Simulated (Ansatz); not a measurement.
# Cu (Fm-3m) in Ansatz: a series of runs

The runs below take Cu through single point, relaxation of cell and atoms, with PBE, LDA, PBEsol.

Program: Ansatz 0.2.0. These are calculated values, not measurements. Logs are shortened: lines on timing, memory, paths and dates and some standing lists are left out, and cuts for length are marked.

### 1 Starting point

It takes space group Fm-3m (No. 225, cubic). Conventional cell: a = 3.615 Å, b = 3.615 Å, c = 3.615 Å, α = 90.00°, β = 90.00°, γ = 90.00°. Cu (site symmetry m-3m) is surrounded by 12 Cu at 2.56 Å.

### 2 Single point, PBE

Input file input.yaml:

```yaml
crystal:
  lattice:
    - [0.0, 1.8075, 1.8075]
    - [1.8075, 0.0, 1.8075]
    - [1.8075, 1.8075, 0.0]
  atoms:
    - { symbol: Cu, position: [0.0, 0.0, 0.0] }
hamiltonian:
  xc: pbe
  pseudopotentials: { kind: paw }
kpoints:
  mp_grid: { grid: [13, 13, 13] }
scf:
  occupations: { method: gaussian, width: 0.011 }
output:
  forces: true
  stress: true
  eigenvalues: true
```

Potentials or basis: Ansatz PAW.

Run with:

```
ansatz run input.yaml --threads 2 --pin off --max-ram 5632MiB --backend cpu --events-out ev --progress --plain --runs-dir out
```

The log of the run:

```text
Warning: RAYON_NUM_THREADS=2 ignored (pool sized by the plan → 2); use --threads N
Engine: ansatz 0.2.0, aarch64-unknown-linux-gnu
Pseudopotentials: kind: paw
Pseudopotential: Cu, paw, valence charge 19, recommended cutoff 420 eV (normal), Cu.paw.azcp
Functional definition: PBE
  parameter kappa = 0.804
  parameter beta = 0.06672455060314922
  exchange = pbe_x(kappa = kappa, mu = beta*pi^2/3)
  correlation = pbe_c(beta = beta)
Crystal: 1 atoms, lattice volume = 11.810 Å³
Basis set: ecut = 420 eV, 259 PW (Γ), exchange–correlation on 36×36×36 points (8 copies of the dense FFT grid, shifted against one another)
Bands: 14, of which v1, the nominal top of the filled ones, is band 10 counted from 1 (9 counted from 0)
Symmetry: 48 space group operations
Space group: Fm-3m (ITA 225), of the structure as read, at distance tolerance 2.3e-5 Å
k-points: 84 of 2197
Non-local potential: Cu, projectors of the file, l = 0: 3, l = 1: 2, l = 2: 3, l = 3: 1
PAW form: soft (Blöchl's): semilocal exchange-correlation on the pseudo side does not see the compensation charge
PAW one-centre angular grid: Cu, 590 points (default); XC on 64 Gauss nodes
Initial density: superposition of atomic densities (neutral atoms: chi_scale 0, normalization atom), corrected by the library's trained network
Initial wavefunctions: pseudopotential atomic-orbital guess
Functional: x = pbe(κ = 0.804, μ = 0.2195149727645171), c = pbe(β = 0.06672455060314922)
SCF iter   1: F=—  HF=-6625.174096 eV  |F-HF|=—  |Δ(HF+E_count)|=         —  Δρ=7.96e-4  dr2=2.22e-5  ethr=1.77e-3  ⟨swp⟩=5.0  Hψ=6037  notcnv=0
preconditioner: auto → none  [insulator: Δε(μ)=0.036 eV  Ē_g=17.042 eV  σ=0.011 eV  W_gap=0.97  n_scr=0 (ndim 8)  ℏωp=35.8 eV  f_vac=0.000  D(μ)=0.19/eV (n_scr^D=0)  ε∞_Penn≈5.4]
SCF iter   2: F=—  HF=-6625.174218 eV  |F-HF|=—  |Δ(HF+E_count)|=   1.23e-4  Δρ=4.12e-4  dr2=6.86e-6  ethr=1.17e-7  ⟨swp⟩=3.1  Hψ=3088  notcnv=0  defer=1
SCF iter   3: F=—  HF=-6625.174230 eV  |F-HF|=—  |Δ(HF+E_count)|=   1.20e-5  Δρ=1.67e-4  dr2=9.96e-7  ethr=3.61e-8  ⟨swp⟩=2.5  Hψ=1557  notcnv=0  defer=1
iter 4 did not close the SCF: its close was put off for the readings that it lacked (scf_convergence_deferred on its scf_iter line)
SCF iter   4: F=-6625.174232 eV  HF=-6625.174232 eV  |F-HF|=1.44e-9  |Δ(HF+E_count)|=   2.02e-6  Δρ=5.58e-6  dr2=8.12e-10  ethr=5.24e-9  ⟨swp⟩=2.3  Hψ=1556  notcnv=0  defer=1
iter 5 did not close the SCF: its close was put off for the readings that it lacked (scf_convergence_deferred on its scf_iter line)
SCF iter   5: F=-6625.174232 eV  HF=-6625.174232 eV  |F-HF|=1.13e-9  |Δ(HF+E_count)|=  6.68e-10  Δρ=1.99e-6  dr2=1.29e-10  ethr=4.27e-12  ⟨swp⟩=2.0  Hψ=1886  notcnv=0  defer=1
SCF iter   6: F=-6625.174232 eV  HF=-6625.174232 eV  |F-HF|=7.28e-12  |Δ(HF+E_count)|=  4.64e-11  Δρ=1.28e-7  dr2=8.47e-13  ethr=1.00e-12  ⟨swp⟩=1.9  Hψ=3870  notcnv=0
SCF 1 converged in 6 iterations: F = -6625.174232 eV  dr2 = 8.47e-13
SCF converged after 6 iterations
Free energy (F): -6625.174232 eV
Harris-Foulkes:  -6625.174232 eV  (|F-HF|=7.28e-12)
Internal energy: -6625.174221 eV  (E = F + TS)
E sigma→0 (E₀):  -6625.174226 eV
Entropy (-TS):   -0.000012 eV (-0.012 meV/atom)
Fermi energy:    16.973321 eV
--- Per-component energies (eV) ---
  E_band       = -359.436199
  E_kinetic    = 299.942213
  E_local      = -4050.143712  (includes V_loc(G=0)·N_el)
  E_nonlocal   = 389.660798
  E_hartree    = 1784.143847
  E_xc         = -89.600759
  E_vxc        = -115.631400  (∫ρ·V_xc dr)
  E_paw        = -1662.723206  (= ΣΔE_a)
  E_vpaw       = -451.552017  (= ΣTr[D̂ρ^β])
  E_aug_tail   = 0.000295  (compensation charges beyond the density's cutoff)
  E_ewald      = -3296.453696
  E_smearing   = -0.000012  (= −TS)
  E_closure    = -0.000000  (closes the sum)
  Σ components = -6625.174232   (vs F -6625.174232, Δ=0.00e0)
--- Forces (eV/Å), atoms counted from 1 ---
  atom   1  Cu    -0.00000000     0.00000000    -0.00000000
  max |Σ_I F_I| component: 6.16e-32 eV/Å
--- Stress (GPa, compression-positive) ---
        1.679749       0.000000      -0.000000
        0.000000       1.679749      -0.000000
        0.000000      -0.000000       1.679749
  P = ⅓ Tr σ = 1.6797 GPa (16.797 kbar)
--- Band table (eV; the first three rows and the last of 84) ---
  k-point 0: bands = ["-95.8143", "-53.1259", "-53.1259", "-53.1259", "7.3573", "13.7612", "13.7612", "13.7612", "14.5939", "14.5939", "39.3748", "41.8735", "41.8735", "41.8735"]
  k-point 1: bands = ["-95.8135", "-53.1320", "-53.1268", "-53.1268", "7.5728", "13.7157", "13.8016", "13.8016", "14.5786", "14.5786", "37.8875", "40.2412", "41.2611", "41.2611"]
  k-point 2: bands = ["-95.8112", "-53.1491", "-53.1293", "-53.1293", "8.2048", "13.6040", "13.8887", "13.8887", "14.5642", "14.5642", "34.0297", "39.8392", "40.3439", "40.3439"]
  k-point 83: bands = ["-95.7961", "-53.2019", "-53.1931", "-53.1661", "12.6389", "13.1134", "13.3543", "14.5657", "15.2833", "21.6299", "23.5888", "25.5612", "26.0284", "43.8731"]
```

It took 0.99 s on 2 threads of Arm Neoverse N1, shared host; peak memory 0.26 GiB.

What came out:

```
Free energy            : -6625.1742 eV
Pressure               : 1.7 GPa
Band gap on the k mesh : none (metal or under the smearing width)
```

### 3 Relaxation of cell and atoms, PBE

input.yaml: that of step 2 with these lines changed.

```diff
@@ -13,3 +13,3 @@
 scf:
-  occupations: { method: gaussian, width: 0.011 }
+  occupations: { method: fermi_dirac, width: 0.05 }
 output:
@@ -17,2 +17,5 @@
   stress: true
-  eigenvalues: true
+relax:
+  f_tol: 0.01
+  max_steps: 40
+  cell: { stress_tol: 0.05 }
```

Potentials or basis: Ansatz PAW.

Run with:

```
ansatz run input.yaml --threads 2 --pin off --max-ram 5632MiB --backend cpu --events-out ev --progress --plain --runs-dir out
```

Run time: 3.2 s. Hardware: 2 threads of Arm Neoverse N1, shared host; peak memory 0.27 GiB.

Results (log left out):

```yaml
Free_energy: -6625.1765 eV
Relaxed_volume: 11.95 Å³/atom
Relaxed_cell: a = 2.566 Å, b = 2.566 Å, c = 2.566 Å, α = 60.00°, β = 60.00°, γ = 60.00°
Space_group_after_relaxing_to_0.05_Å: Fm-3m (No. 225)
Energy_gained_by_relaxing: 0.7 meV/atom
Ionic_steps: 4
Pressure_after_relaxing: 0.0 GPa
```

The path:
| step | energy change (eV) | largest force (eV/Å) | volume (Å³) |
| --- | --- | --- | --- |
| 1 | 0.0000 | 0.0000 | 11.81 |
| 2 | -0.0005 | 0.0000 | 11.88 |
| 3 | -0.0006 | 0.0000 | 11.95 |
| 4 | -0.0007 | 0.0000 | 11.95 |

Final structure:
```cif
data_structure
_symmetry_space_group_name_H-M 'P 1'
_symmetry_Int_Tables_number 1
_cell_length_a 2.5659
_cell_length_b 2.5659
_cell_length_c 2.5659
_cell_angle_alpha 60.000
_cell_angle_beta 60.000
_cell_angle_gamma 60.000
_cell_volume 11.95
loop_
_atom_site_label
_atom_site_type_symbol
_atom_site_fract_x
_atom_site_fract_y
_atom_site_fract_z
_atom_site_occupancy
Cu1 Cu 0.00000 0.00000 0.00000 1
```

Caveat: the plane-wave basis is chosen anew once the cell has moved, so the energies of steps on either side of that aren't comparable. Zero-point motion and thermal expansion aren't in these numbers.

### 4 Relaxation of cell and atoms, LDA

input.yaml: that of step 3 with these lines changed.

```diff
@@ -8,3 +8,3 @@
 hamiltonian:
-  xc: pbe
+  xc: lda
   pseudopotentials: { kind: paw }
```

Run with:

```
ansatz run input.yaml --threads 2 --pin off --max-ram 5632MiB --backend cpu --events-out ev --progress --plain --runs-dir out
```

Run time: 4.5 s. Hardware: 2 threads of Arm Neoverse N1, shared host; peak memory 0.27 GiB.

The run converged. Its results:

```yaml
Free_energy: -6555.7240 eV
Relaxed_volume: 10.88 Å³/atom
Relaxed_cell: a = 2.487 Å, b = 2.487 Å, c = 2.487 Å, α = 60.00°, β = 60.00°, γ = 60.00°
Space_group_after_relaxing_to_0.05_Å: Fm-3m (No. 225)
Energy_gained_by_relaxing: 39.7 meV/atom
Ionic_steps: 6
Pressure_after_relaxing: 0.0 GPa
```

The path:
```csv
step,energy change (eV),largest force (eV/Å),volume (Å³)
1,0.0000,0.0000,11.81
2,-0.0311,0.0000,11.30
3,-0.0401,0.0000,10.80
4,-0.0404,0.0000,10.89
5,-0.0404,0.0000,10.88
6,-0.0397,0.0000,10.88
```

Final structure:
```
Cu
1.0
     0.00000    1.75883    1.75883
     1.75883    0.00000    1.75883
     1.75883    1.75883    0.00000
Cu
1
Direct
  0.00000 0.00000 0.00000
```

Caveat: the plane-wave basis is chosen anew once the cell has moved, so the energies of steps on either side of that aren't comparable; the PAW data sets come from PBE, with cores solved anew for the run's functional, which leaves a small shift of forces and pressure. Zero-point motion and thermal expansion aren't in these numbers.

### 5 Relaxation of cell and atoms, PBEsol

input.yaml: that of step 4 with these lines changed.

```diff
@@ -8,3 +8,3 @@
 hamiltonian:
-  xc: lda
+  xc: pbesol
   pseudopotentials: { kind: paw }
```

Run with:

```
ansatz run input.yaml --threads 2 --pin off --max-ram 5632MiB --backend cpu --events-out ev --progress --plain --runs-dir out
```

Wall time 4.3 s (2 threads of Arm Neoverse N1, shared host); peak memory 0.28 GiB.

It converged, with:

| Quantity | Value |
| --- | --- |
| Free energy | -6588.7756 eV |
| Relaxed volume | 11.31 Å³/atom |
| Relaxed cell | a = 2.519 Å, b = 2.519 Å, c = 2.519 Å, α = 60.00°, β = 60.00°, γ = 60.00° |
| Space group after relaxing (to 0.05 Å) | Fm-3m (No. 225) |
| Energy gained by relaxing | 10.8 meV/atom |
| Ionic steps | 5 |
| Pressure after relaxing | 0.0 GPa |

The path:
| step | energy change (eV) | largest force (eV/Å) | volume (Å³) |
| --- | --- | --- | --- |
| 1 | 0.0000 | 0.0000 | 11.81 |
| 2 | -0.0085 | 0.0000 | 11.55 |
| 3 | -0.0112 | 0.0000 | 11.28 |
| 4 | -0.0112 | 0.0000 | 11.31 |
| 5 | -0.0108 | 0.0000 | 11.31 |

Final structure:
```
Cu
1.0
     0.00000    1.78135    1.78135
     1.78135    0.00000    1.78135
     1.78135    1.78135    0.00000
Cu
1
Cartesian
  0.0000 0.0000 0.0000
```

Caveat: the plane-wave basis is chosen anew once the cell has moved, so the energies of steps on either side of that aren't comparable; the PAW data sets come from PBE, with cores solved anew for the run's functional, which leaves a small shift of forces and pressure.

### 6 Summary

```tsv
task	level	cell	smearing	pressure (GPa)	relaxed volume (Å³/atom)
single point	PBE	as given	gaussian 0.011 eV	1.7	-
relaxation of cell and atoms	PBE	relaxed	fermi-dirac 0.05 eV	0.0	11.95
relaxation of cell and atoms	LDA	relaxed	fermi-dirac 0.05 eV	0.0	10.88
relaxation of cell and atoms	PBEsol	relaxed	fermi-dirac 0.05 eV	0.0	11.31
```

Alike in all rows: potentials or basis Ansatz PAW; no spin polarisation; k mesh 13 × 13 × 13; cutoff (eV) 420.

Caveats: the plane-wave basis is chosen anew once the cell has moved, so the energies of steps on either side of that aren't comparable (some runs); the PAW data sets come from PBE, with cores solved anew for the run's functional, which leaves a small shift of forces and pressure (some runs).

Absolute energies hang on the potentials; compare differences alone.
